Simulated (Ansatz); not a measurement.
The cell is PbF2 (Fm-3m) from a database of computed structures; cell and atoms were relaxed with r2SCAN+rVV10. The symmetry is Fm-3m (No. 225, cubic); conventional cell a = 5.892 Å, 17.04 Å³ an atom. Around Pb lie 8 F at 2.55 Å; around F lie 4 Pb at 2.55 Å. The runs used a cell of 6 atoms, 2 times the primitive one, so meshes, points and the kind of gap refer to a folded zone.

```
Pb F
1.0
     5.89162    0.00000    0.00000
     0.00000    2.94582    2.94582
     0.00000   -2.94582    2.94582
Pb F
2 4
Direct
  0.50000 0.96991 0.96991
  0.00000 0.46991 0.46991
  0.75001 0.96992 0.46992
  0.24999 0.46992 0.96992
  0.74999 0.46992 0.96992
  0.25001 0.96992 0.46992
```

The questions ask for values computed with the PAW code Ansatz on this geometry. Spin-unpolarised throughout; all numbers are computed.

Given (4×6×6 mesh): LDA gives an indirect gap of 4.26 eV, from W to Γ; the least direct gap is 4.41 eV at Γ–X (0.90 of the way from Γ). The lowest empty level at X lies only 0 meV higher, so the place of the conduction bottom isn't settled.

(1) How does the gap change from LDA to PBE (4×6×6)?

(2) How does the gap change from LDA to r2SCAN (4×6×6)?

(3) What does PBE0 give for the gap (4×4×4 mesh)?

(4) Estimate the gap with LC-ωPBE on 4×4×4.

(5) Order these levels by the gap that they give, smallest first.
A. LDA
B. r2SCAN
C. PBE
D. LC-ωPBE
E. HSE06
F. DDH-PBE0
G. PBE0

(6) Roughly how does the cost of the DDH-PBE0 run (4×4×4) compare with r2SCAN's (4×6×6)?

Results:

(1) The PBE gap is indirect, 4.41 eV (W to Γ), below the direct gap of 4.56 eV at Γ–X (0.90 of the way from Γ). The lowest empty level at X lies only 0 meV higher, so the place of the conduction bottom isn't settled. The gap differs by +0.15 eV from LDA's.

(2) With r2SCAN the valence top lies at W and the conduction bottom at Γ, 4.92 eV higher; the smallest vertical gap, at Γ–X (0.90 of the way from Γ), is 5.06 eV. The lowest empty level at X lies only 0 meV higher, so the place of the conduction bottom isn't settled. The gap differs by +0.66 eV from LDA's.

(3) The PBE0 gap is indirect, 6.44 eV (Γ–X (0.50 of the way from Γ) to Γ), below the direct gap of 6.57 eV at Γ–X (0.90 of the way from Γ). The lowest empty level at X lies only 0 meV higher, so the place of the conduction bottom isn't settled. The gap differs by +2.18 eV from LDA's.

(4) LC-ωPBE gives an indirect gap of 10.72 eV, from Γ–X (0.50 of the way from Γ) to Γ; the least direct gap is 10.89 eV at Γ. The gap differs by +6.46 eV from LDA's.

(5) A (4.26 eV), C (4.41 eV), B (4.92 eV), E (5.71 eV), G (6.44 eV), F (6.83 eV), D (10.72 eV).

(6) About 12 times as much (2.1 core-minutes against 10 core-seconds, on 4 threads of AMD EPYC 9R45 96-Core Processor (Zen 5), on a shared host).

Spin-orbit coupling is left out; in compounds of Pb, Bi, Tl or Hg it can lower a gap by up to about 1 eV, split its edges or invert the bands.

The meshes of the hybrids are coarse, so their gaps aren't converged to the digits shown.
